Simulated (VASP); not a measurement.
# BeTe (F-43m) in VASP: convergence with k mesh

Aim: find how far k mesh must go before the results for BeTe settle, at PBEsol. This setting moves, with any that are tied to it; all else stays.

Everything below comes from runs of VASP 6.6.1. Logs are shortened: lines on timing, memory, paths and dates and some standing lists are left out, and cuts for length are marked.

## (1) The structure

It takes space group F-43m (No. 216, cubic). Conventional cell: a = 5.540 Å, b = 5.540 Å, c = 5.540 Å, α = 90.00°, β = 90.00°, γ = 90.00°. Around Te (site symmetry -43m) lie 4 Be at 2.40 Å. Be (site symmetry -43m) has 4 Te at 2.40 Å as nearest neighbours.

## (2) With k mesh 2 × 2 × 2

INCAR reads:

```
SYSTEM = BeTe
PREC = Accurate
ENCUT = 520
EDIFF = 1E-6
ISMEAR = 0
SIGMA = 0.02
LREAL = .False.
LASPH = .True.
NELM = 60
ALGO = Fast
ISIF = 2
LWAVE = .False.
LCHARG = .False.
GGA = PS
```

KPOINTS reads:

```
regular mesh
0
Gamma
  2 2 2
  0 0 0
```

POSCAR reads:

```
BeTe
1.0
    0.0000000000      2.7700000000      2.7700000000
    2.7700000000      0.0000000000      2.7700000000
    2.7700000000      2.7700000000      0.0000000000
Te Be
1 1
Direct
    0.7500000000      0.7500000000      0.7500000000
    0.0000000000      0.0000000000      0.0000000000
```

Potentials or basis: VASP PAW PBE potentials, release 64 (Te, Be).

Started as:

```sh
$ cat potpaw_PBE.64/Te/POTCAR potpaw_PBE.64/Be/POTCAR > POTCAR
$ mpirun -np 1 vasp_std > vasp.out
```

Wall time 5.4 s (1 thread of Intel Xeon Platinum 8488C (Sapphire Rapids), shared host); peak memory 0.15 GiB.

What came out:

- Free energy: -6.3489 eV
- Pressure: 11.0 GPa
- Band gap on the k mesh: 1.60 eV, indirect (least direct gap 3.41 eV)

## (3) With k mesh 3 × 3 × 3

INCAR is that of step 2.

KPOINTS reads:

```
regular mesh
0
Gamma
  3 3 3
  0 0 0
```

POSCAR is that of step 2.

Potentials or basis: VASP PAW PBE potentials, release 64 (Te, Be).

Started as:

```sh
$ cat potpaw_PBE.64/Te/POTCAR potpaw_PBE.64/Be/POTCAR > POTCAR
$ mpirun -np 1 vasp_std > vasp.out
```

Wall time 6.9 s (1 thread of Intel Xeon Platinum 8488C (Sapphire Rapids), shared host); peak memory 0.15 GiB.

Results:

```yaml
Free_energy: -7.8434 eV
Pressure: 4.4 GPa
Band_gap_on_the_k_mesh: 2.05 eV, indirect (least direct gap 3.51 eV)
```

## (4) With k mesh 4 × 4 × 4

INCAR is that of step 3.

KPOINTS reads:

```
regular mesh
0
Gamma
  4 4 4
  0 0 0
```

POSCAR is that of step 3.

Started as:

```sh
$ cat potpaw_PBE.64/Te/POTCAR potpaw_PBE.64/Be/POTCAR > POTCAR
$ mpirun -np 1 vasp_std > vasp.out
```

It took 8 s on 1 thread of Intel Xeon Platinum 8488C (Sapphire Rapids), shared host; peak memory 0.15 GiB.

Results:

```
Free energy            : -8.1146 eV
Pressure               : 3.1 GPa
Band gap on the k mesh : 1.71 eV, indirect (least direct gap 3.54 eV)
```

## (5) With k mesh 5 × 5 × 5

INCAR is that of step 4.

KPOINTS reads:

```
regular mesh
0
Gamma
  5 5 5
  0 0 0
```

POSCAR is that of step 4.

Started as:

```sh
$ cat potpaw_PBE.64/Te/POTCAR potpaw_PBE.64/Be/POTCAR > POTCAR
$ mpirun -np 1 vasp_std > vasp.out
```

Wall time 7.4 s (1 thread of Intel Xeon Platinum 8488C (Sapphire Rapids), shared host); peak memory 0.15 GiB.

What came out:

```yaml
Free_energy: -8.1789 eV
Pressure: 2.7 GPa
Band_gap_on_the_k_mesh: 1.86 eV, indirect (least direct gap 3.55 eV)
```

## (6) With k mesh 6 × 6 × 6

INCAR is that of step 5.

KPOINTS reads:

```
regular mesh
0
Gamma
  6 6 6
  0 0 0
```

POSCAR is that of step 5.

Potentials or basis: VASP PAW PBE potentials, release 64 (Te, Be).

Started as:

```sh
$ cat potpaw_PBE.64/Te/POTCAR potpaw_PBE.64/Be/POTCAR > POTCAR
$ mpirun -np 1 vasp_std > vasp.out
```

Run time: 8.7 s. Hardware: 1 thread of Intel Xeon Platinum 8488C (Sapphire Rapids), shared host; peak memory 0.16 GiB.

Results:

- Free energy: -8.1962 eV
- Pressure: 2.6 GPa
- Band gap on the k mesh: 1.73 eV, indirect (least direct gap 3.55 eV)

## (7) With k mesh 8 × 8 × 8

INCAR is that of step 6.

KPOINTS reads:

```
regular mesh
0
Gamma
  8 8 8
  0 0 0
```

POSCAR is that of step 6.

Started as:

```sh
$ cat potpaw_PBE.64/Te/POTCAR potpaw_PBE.64/Be/POTCAR > POTCAR
$ mpirun -np 1 vasp_std > vasp.out
```

Wall time 17 s (1 thread of Intel Xeon Platinum 8488C (Sapphire Rapids), shared host); peak memory 0.16 GiB.

What came out:

```
Free energy            : -8.2030 eV
Pressure               : 2.5 GPa
Band gap on the k mesh : 1.73 eV, indirect (least direct gap 3.55 eV)
```

## (8) With k mesh 9 × 9 × 9

INCAR is that of step 7.

KPOINTS reads:

```
regular mesh
0
Gamma
  9 9 9
  0 0 0
```

POSCAR is that of step 7.

Started as:

```sh
$ cat potpaw_PBE.64/Te/POTCAR potpaw_PBE.64/Be/POTCAR > POTCAR
$ mpirun -np 1 vasp_std > vasp.out
```

It took 16 s on 1 thread of Intel Xeon Platinum 8488C (Sapphire Rapids), shared host; peak memory 0.16 GiB.

Results:

```yaml
Free_energy: -8.2035 eV
Pressure: 2.5 GPa
Band_gap_on_the_k_mesh: 1.77 eV, indirect (least direct gap 3.55 eV)
```

## (9) With k mesh 11 × 11 × 11

INCAR is that of step 8.

KPOINTS reads:

```
regular mesh
0
Gamma
  11 11 11
  0 0 0
```

POSCAR is that of step 8.

Potentials or basis: VASP PAW PBE potentials, release 64 (Te, Be).

Started as:

```sh
$ cat potpaw_PBE.64/Te/POTCAR potpaw_PBE.64/Be/POTCAR > POTCAR
$ mpirun -np 1 vasp_std > vasp.out
```

Wall time 23 s (1 thread of Intel Xeon Platinum 8488C (Sapphire Rapids), shared host); peak memory 0.17 GiB.

What came out:

```yaml
Free_energy: -8.2037 eV
Pressure: 2.5 GPa
Band_gap_on_the_k_mesh: 1.76 eV, indirect (least direct gap 3.55 eV)
```

## (10) With k mesh 14 × 14 × 14

INCAR is that of step 9.

KPOINTS reads:

```
regular mesh
0
Gamma
  14 14 14
  0 0 0
```

POSCAR is that of step 9.

Potentials or basis: VASP PAW PBE potentials, release 64 (Te, Be).

Started as:

```sh
$ cat potpaw_PBE.64/Te/POTCAR potpaw_PBE.64/Be/POTCAR > POTCAR
$ mpirun -np 1 vasp_std > vasp.out
```

OUTCAR:

```text
SYSTEM = BeTe
   PREC = Accurate
   ENCUT = 520
   EDIFF = 1E-6
   ISMEAR = 0
   LREAL = .False.
   LASPH = .True.
   NELM = 60
   ISIF = 2
   GGA = PS

 ion  position               nearest neighbor table
   1  0.750  0.750  0.750-   2 2.40   2 2.40   2 2.40   2 2.40
   2  0.000  0.000  0.000-   1 2.40   1 2.40   1 2.40   1 2.40

  LATTYP: Found a face centered cubic cell.
 ALAT       =     5.5400000000

  Lattice vectors:

 A1 = (   0.0000000000,   2.7700000000,   2.7700000000)
 A2 = (   2.7700000000,   0.0000000000,   2.7700000000)
 A3 = (   2.7700000000,   2.7700000000,   0.0000000000)

Analysis of symmetry for initial positions (statically):
=====================================================================
 Subroutine PRICEL returns:
 Original cell was already a primitive cell.

 Routine SETGRP: Setting up the symmetry group for a
 face centered cubic supercell.

 Subroutine GETGRP returns: Found 24 space group operations
 (whereof 24 operations were pure point group operations)
 out of a pool of 48 trial point group operations.

The static configuration has the point symmetry T_d .

Analysis of symmetry for dynamics (positions and initial velocities):
=====================================================================
 Subroutine PRICEL returns:
 Original cell was already a primitive cell.

 Routine SETGRP: Setting up the symmetry group for a
 face centered cubic supercell.

 Subroutine GETGRP returns: Found 24 space group operations
 (whereof 24 operations were pure point group operations)
 out of a pool of 48 trial point group operations.

The dynamic configuration has the point symmetry T_d .

 Subroutine INISYM returns: Found 24 space group operations
 (whereof 24 operations are pure point group operations),
 and found     1 'primitive' translations

----------------------------------------------------------------------------------------

                                     Primitive cell

  volume of cell :      42.5079

  direct lattice vectors                    reciprocal lattice vectors
     0.000000000  2.770000000  2.770000000    -0.180505415  0.180505415  0.180505415
     2.770000000  0.000000000  2.770000000     0.180505415 -0.180505415  0.180505415
     2.770000000  2.770000000  0.000000000     0.180505415  0.180505415 -0.180505415

  length of vectors
     3.917371568  3.917371568  3.917371568     0.312644550  0.312644550  0.312644550

  position of ions in fractional coordinates (direct lattice)
     0.750000000  0.750000000  0.750000000
     0.000000000  0.000000000  0.000000000

  ion indices of the primitive-cell ions
   primitive index   ion index
                 1           1
                 2           2
[... 72 lines left out ...]
   EDIFF  = 0.1E-05   stopping-criterion for ELM
   LREAL  =      F    real-space projection
   EDIFFG = 0.1E-04   stopping-criterion for IOM
   NSW    =      0    number of steps for IOM
   IBRION =     -1    ionic relax: 0-MD 1-quasi-New 2-CG
   NFREE  =      0    steps in history (QN), initial steepest desc. (CG)
   ISIF   =      2    stress and relaxation
   ISYM   =      2    0-nonsym 1-usesym 2-fastsym
   POTIM  = 0.5000    time-step for ionic-motion
   TEBEG  =    0.0;   TEEND  =   0.0 temperature during run
   PSTRESS=    0.0 pullay stress
   NELECT =       8.0000    total number of electrons
   NUPDOWN=      -1.0000    fix difference up-down
   EMIN   =  10.00;   EMAX   =-10.00  energy-range for DOS
   EFERMI =   0.00;   METHOD = LEGACY
   ISMEAR =     0;   SIGMA  =   0.02  broadening in eV -4-tet -1-fermi 0-gaus
   EFERMI_NEDOS =   21; number of points for ismear=-14 and -15
   IALGO  =     68    algorithm
   IMIX   =      4    mixing-type and parameters
     AMIX     =   0.40;   BMIX     =  1.00
     AMIX_MAG =   1.60;   BMIX_MAG =  1.00
  volume/ion in A,a.u.               =      21.25       143.43
  Fermi-wavevector in a.u.,A,eV,Ry     =   0.938170  1.772885 11.975354  0.880164
  Thomas-Fermi vector in A             =   2.065355
   LORBIT       =      0    0 simple, 1 ext, 2 COOP (PROOUT), +10 PAW based schemes
   GGA     = PS    functional components
   LHFCALC =     F    Hartree Fock is set to
   AEXX    =    0.0000 exact exchange contribution
   IVDW    =     0    specifies the selected vdW correction
   LEPSILON=     F    determine dielectric tensor
   LRPA    =     F    only Hartree local field effects (RPA)
 non-spin polarized calculation
 RMM-DIIS sequential band-by-band and
 Gauss-broadening in eV      SIGMA  =   0.02
  energy-cutoff  :      520.00
  volume of cell :       42.51
 maximum number of plane-waves:      1163
 NGX is ok and might be reduce to    30
   NGX = 15   NGY = 15   NGZ = 15

 number of electron       8.0000000 magnetization

 Free energy of the ion-electron system (eV)
  ---------------------------------------------------
  ext. energy  EPLUGINS =         0.00000000
  ---------------------------------------------------
  free energy    TOTEN  =        -8.20378071 eV

  energy without entropy =       -8.20378071  energy(sigma->0) =       -8.20378071

 E-fermi :   5.6647     XC(G=0):  -9.3982

 val. band max:        5.5694180425   @ k =   0.0000   0.0000   0.0000
 cond. band min:       7.2978546072   @ k =   0.5000   0.5000   0.0000
 fundamental gap:      1.7284365647
 Fermi energy:         5.6647152847

 k-point     1 :       0.0000    0.0000    0.0000
  band No.  band energies     occupation
      1      -7.1007      2.00000
      2       5.5694      2.00000
      3       5.5694      2.00000
      4       5.5694      2.00000
      5       9.1236      0.00000
      6       9.1236      0.00000
      7       9.1236      0.00000
      8       9.6653      0.00000
[... 243 lines left out ...]
 k-point    24 :       0.2857    0.1429    0.0000
  band No.  band energies     occupation
      1      -6.3814      2.00000
      2       2.2289      2.00000
      3       4.1175      2.00000
      4       4.2419      2.00000
      5       8.7926      0.00000
      6      10.4488      0.00000
      7      11.2395      0.00000
      8      11.2654      0.00000

 [... further k-points ...]

------------------------ aborting loop because EDIFF is reached ----------------------------------------

  FORCE on cell =-STRESS in cart. coord.  units (eV):
  Direction    XX          YY          ZZ          XY          YZ          ZX
  --------------------------------------------------------------------------------------
  -------------------------------------------------------------------------------------
  Total        0.6723846      0.6723846      0.6723846      0.0000000      0.0000000      0.0000000
  in kB       25.3430584     25.3430584     25.3430584      0.0000000      0.0000000      0.0000000
  external PRESSURE =      25.3430584 kB  Pullay stress =       0.0000000 kB

 VOLUME and BASIS-vectors are now :
 -----------------------------------------------------------------------------
  energy-cutoff  :      520.00
  volume of cell :       42.51
      direct lattice vectors                 reciprocal lattice vectors
     0.000000000  2.770000000  2.770000000    -0.180505415  0.180505415  0.180505415
     2.770000000  0.000000000  2.770000000     0.180505415 -0.180505415  0.180505415
     2.770000000  2.770000000  0.000000000     0.180505415  0.180505415 -0.180505415

 POSITION                                       TOTAL-FORCE (eV/Angst)
 -----------------------------------------------------------------------------------
      4.15500      4.15500      4.15500        -0.000000     -0.000000     -0.000000
      0.00000      0.00000      0.00000         0.000000      0.000000      0.000000
 -----------------------------------------------------------------------------------
    total drift:                               -0.000000     -0.000000     -0.000000

  FREE ENERGIE OF THE ION-ELECTRON SYSTEM (eV)
  ---------------------------------------------------
  free  energy   TOTEN  =        -8.2037807090 eV

  energy  without entropy=       -8.2037807090  energy(sigma->0) =       -8.20378071
```

stdout:

```text
POSCAR found type information on POSCAR TeBe
 POSCAR found :  2 types and       2 ions
 scaLAPACK will be used
 -----------------------------------------------------------------------------
|                                                                             |
|                                                                             |
|     You enforced a specific xc type in the INCAR file but a different       |
|     I HOPE YOU KNOW WHAT YOU ARE DOING!                                     |
|                                                                             |
 -----------------------------------------------------------------------------

 LDA part: xc-table for (Slater+PW92), standard interpolation
 POSCAR, INCAR and KPOINTS ok, starting setup
 FFT: planning ... GRIDC
 FFT: planning ... GRID_SOFT
 FFT: planning ... GRID
 WAVECAR not read
 entering main loop
```

Wall time 39 s (1 thread of Intel Xeon Platinum 8488C (Sapphire Rapids), shared host); peak memory 0.19 GiB.

Results:

| Item | Value |
| --- | --- |
| Free energy | -8.2038 eV |
| Pressure | 2.5 GPa |
| Band gap on the k mesh | 1.73 eV, indirect (least direct gap 3.55 eV) |

## (11) Result

| k mesh | energy less the tightest run, at zero smearing (meV/atom) | pressure (GPa) | gap on the mesh (eV) | SCF cycles | CPU time (s) | peak memory (GiB) |
| --- | --- | --- | --- | --- | --- | --- |
| 2 × 2 × 2 | 927.46 | 11.01 | 1.598 | 13 | 4.9 | 0.15 |
| 3 × 3 × 3 | 180.21 | 4.40 | 2.048 | 13 | 6.3 | 0.15 |
| 4 × 4 × 4 | 44.58 | 3.06 | 1.714 | 12 | 7.4 | 0.15 |
| 5 × 5 × 5 | 12.46 | 2.70 | 1.863 | 12 | 6.8 | 0.15 |
| 6 × 6 × 6 | 3.77 | 2.59 | 1.727 | 12 | 8.2 | 0.16 |
| 8 × 8 × 8 | 0.40 | 2.54 | 1.728 | 12 | 16 | 0.16 |
| 9 × 9 × 9 | 0.14 | 2.54 | 1.773 | 12 | 16 | 0.16 |
| 11 × 11 × 11 | 0.02 | 2.54 | 1.758 | 12 | 22 | 0.17 |
| 14 × 14 × 14 | 0.00 | 2.53 | 1.729 | 12 | 38 | 0.19 |

Against the tightest run, the energy stays within 1 meV/atom from 8 × 8 × 8 on; the pressure stays within 0.1 GPa from 6 × 6 × 6 on. Not settled before the last step: the gap on the mesh (to 0.01 eV). Meshes of other sizes hit other points, so gaps and Fermi surfaces needn't settle smoothly. The tightest run that finished is the yardstick and may itself not be fully converged.

Caveats: the PAW data sets were made with another functional, which shifts forces and pressure a little; spin-orbit coupling is left out, which moves the levels of the heavy elements.
